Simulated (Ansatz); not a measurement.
Computed with Ansatz on PBE0-D4/def2-TZVP structures; ΔE is electronic, products minus reactants. CCSD(T)/CBS adds triple-zeta CCSD(T) − MP2 to the extrapolated MP2 energy (def2 sets, frozen cores). Functionals use def2-TZVPP. B3LYP here is the variant with VWN-RPA as its local correlation; programs differ in this. For As, Ge outer-core shells are correlated without core-valence functions, which leaves a few kJ/mol of doubt a bond. Scalar relativity is left out up to krypton. Each species was taken in one conformer, which may not be the lowest.

`CC(=O)O[AsH2]` + `S[S][GeH3]` → `[GeH3][S]S[AsH2]` + acetic acid  (ligand exchange at the As–O bond)

```json
{"level": "revPBE-D4", "ΔE (kcal/mol)": "-12.7"}
{"level": "PBE0-D4", "ΔE (kcal/mol)": "-13.5"}
{"level": "B3LYP-D4", "ΔE (kcal/mol)": "-11.6"}
{"level": "B2PLYP", "ΔE (kcal/mol)": "-10.7"}
{"level": "CAM-B3LYP", "ΔE (kcal/mol)": "-9.4"}
{"level": "MP2/def2-SVP", "ΔE (kcal/mol)": "-11.8"}
{"level": "CCSD(T)/def2-SVP", "ΔE (kcal/mol)": "-10.5"}
{"level": "CCSD(T)/def2-TZVPP", "ΔE (kcal/mol)": "-10.6"}
```

(1) What does CCSD(T)/CBS give? (Best estimate.)

Largest T1 diagnostic among the species: 0.015.

Answers

(1) Ansatz gave: -12.0 kcal/mol. The listed levels differ from it by -0.7, -1.5, 0.4, 1.3, 2.6, 0.2, 1.5, 1.4 kcal/mol.

The D4 term adds −1.1 kcal/mol with B3LYP and −0.6 kcal/mol with PBE0; it sums over pairs of atoms, weighted by their polarisabilities, and B3LYP, whose exchange is more repulsive, gets the larger term. Leaving LDA and LC-ωPBE aside and taking each functional with its dispersion term where it has one, the values, not all of them listed here, spread over 3.7 kcal/mol, from HSE06-D4 to B97M-V. In def2-TZVPP, CCSD(T) changes the Hartree–Fock value by −0.8 kcal/mol (the triples alone add −0.2 kcal/mol) and MP2 by −2.3 kcal/mol.

CCSD(T)/CBS has its own doubt, a few kJ/mol and more with outer-core shells, so smaller differences from it don't rank the levels.
